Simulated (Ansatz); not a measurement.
H in its lowest state found on the top face of a (110) slab of Al (Fm-3m (No. 225)), 6 planes, outer planes Al (top) and Al (bottom); 1 a cell of 11.40 Å², its atoms last:

```xyz
7
Lattice="2.8394 0.0000 0.0000 0.0000 4.0156 0.0000 0.0000 0.0000 26.0986" Properties=species:S:1:pos:R:3 pbc="T T T"
Al    1.4197    2.0078    8.5000
Al    0.0000    0.0000    9.9197
Al    1.4197    2.0078   11.3394
Al    0.0000    0.0000   12.7643
Al    1.4197    2.0078   14.3085
Al    0.0000    0.0000   15.6701
H     0.0000    0.0000   17.2756
```

All numbers below come from DFT PBEsol, scalar-relativistic, plane waves, PAW in Ansatz 0.2.0. Settings: cutoff 420 eV, Γ-centred mesh 10×7×1 on the computed 7-atom cell, Gaussian smearing of 0.10 eV; no spin polarisation. A dipole correction removes the field between periodic images along c.

The clean top face has a work function of 3.90 eV. Adsorption changes the slab's dipole along +c by Δp = -0.0909 e·Å a cell (-0.44 D an adsorbate).

(1) What change of work function does the Helmholtz equation give?

(2) How does that compare with the calculation?

(3) What does the sign say about the electrons?

Results:

(1) A sheet of dipoles makes a step in an electron's potential energy of −e·Δp/(ε0·A), and e/ε0 = 180.95 eV·Å for Δp in e·Å: −180.95 × (-0.0909)/11.40 = +1.44 eV. This is the change of φ(top) − φ(bottom). If the bottom face is unmoved, φ(top) becomes 5.34 eV.

(2) φ(top) changes by +1.83 eV and φ(bottom) by +0.39 eV, so their difference changes by +1.44 eV. The slab is thin enough for the adsorbate to shift the Fermi level against the bottom face too.

(3) The change of dipole points into the surface (negative end outward), so the work function rises. Electrons gather on the vacuum side. Δp also holds the adsorbate's own dipole and the moves of the surface atoms, so it isn't a charge transfer alone.